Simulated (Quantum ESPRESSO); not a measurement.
Mn3Si:

```
CELL_PARAMETERS angstrom
0.00000 2.86100 2.86100
2.86100 0.00000 2.86100
2.86100 2.86100 0.00000
ATOMIC_POSITIONS crystal
Mn 0.75000 0.75000 0.75000
Mn 0.25000 0.25000 0.25000
Mn 0.50000 0.50000 0.50000
Si 0.00000 0.00000 0.00000
```

Base run:

```yaml
Program: Quantum ESPRESSO 7.5
Functional: PBEsol
Potentials_or_basis: GBRV 1.5 PBEsol
Cutoff: 612 eV
Density_cutoff: 4898 eV
k_mesh: 7 × 7 × 7
Occupations: fermi-dirac, width 0.05 eV
Spin: collinear spin, ferromagnetic start
Starting_moments: "[4.0, 4.0, 4.0, 0.0] μB"
Hubbard_terms: Mn d U = 3 eV
```

Its results: band gap on the k mesh none (metal or under the smearing width); pressure 26.6 GPa; net moment 10.03 μB per cell; site moments Mn +3.22, +3.47; Si -0.18 μB.

Task: After a change of settings the same cell gave: band gap on the k mesh none (metal or under the smearing width); pressure 36.9 GPa; net moment 10.82 μB per cell; site moments Mn +3.42, +3.78; Si -0.18 μB. Which change was it?
A. hubbard terms from Mn d U = 3 eV to none
B. hubbard terms from Mn d U = 3 eV to Mn d U = 4 eV
C. hubbard terms from Mn d U = 3 eV to Mn d U = 6 eV
D. k mesh from 7 × 7 × 7 to 8 × 8 × 8; hubbard terms from Mn d U = 3 eV to none; hubbard projectors from ortho-atomic to none

Result: B.

Caveats: the U is typed as a test and isn't derived for this compound; a pressure of tens of GPa on the cell as given is suspect, and the run, the potentials or the cell itself is likely at fault (some runs).

Not every run made on this cell is shown here.
